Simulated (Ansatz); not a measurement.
# ZrO2: the cost of one run

Program: Ansatz 0.2.0. Level of theory: DFT r²SCAN, scalar-relativistic, plane waves, PAW (the target; the first runs use scalar-relativistic PBE). These are calculated values, not measurements.

## (1) Starting point

Symmetry: P4_2/nmc, No. 137, tetragonal system. The conventional cell has a = 3.608 Å, b = 3.608 Å, c = 5.194 Å, α = 90.00°, β = 90.00°, γ = 90.00°. Around Zr (site symmetry -4m2) lie 8 O at 2.09 to 2.37 Å. O (site symmetry 2mm) is surrounded by 4 Zr at 2.09 to 2.37 Å.

Structure file:

```xyz
6
Lattice="3.6080 0.0000 0.0000 0.0000 3.6080 0.0000 0.0000 0.0000 5.1942" Properties=species:S:1:pos:R:3 pbc="T T T"
Zr    0.0000    0.0000    0.0000
Zr    1.8040    1.8040    2.5971
O     0.0000    1.8040    1.0544
O     0.0000    1.8040    3.6515
O     1.8040    0.0000    1.5427
O     1.8040    0.0000    4.1398
```

## (2) Relaxing cell and atoms (PBE, 6×6×4 mesh)

File input.yaml:

```yaml
crystal:
  lattice:
    - [3.6080472638, 0.0, 0.0]
    - [0.0, 3.6080472638, 0.0]
    - [0.0, 0.0, 5.1941994619]
  atoms:
    - { symbol: Zr, position: [0.0, 0.0, 0.0] }
    - { symbol: Zr, position: [0.5, 0.5, 0.5] }
    - { symbol: O, position: [0.0, 0.5, 0.203] }
    - { symbol: O, position: [0.0, 0.5, 0.703] }
    - { symbol: O, position: [0.5, 0.0, 0.297] }
    - { symbol: O, position: [0.5, 0.0, 0.797] }
basis:
  ecutwfc: 420
  ecutrho_ratio: 4
kpoints:
  mp_grid: { grid: [6, 6, 4] }
hamiltonian:
  xc: pbe
scf:
  occupations: { method: gaussian, width: 0.05 }
output:
  forces: true
  stress: true
  eigenvalues: true
relax:
  f_tol: 0.03
  max_steps: 60
  cell: { stress_tol: 0.3 }
```

Command:

```console
> ansatz run input.yaml --threads 4 --pin off --max-ram 7168MiB --backend cpu --events-out ev --progress --plain --runs-dir out
```

**Question.** How long does this run take on 4 threads of Arm Neoverse V1, shared host, and how much memory does it need?

About 8.9 s, with a peak of 0.41 GiB.
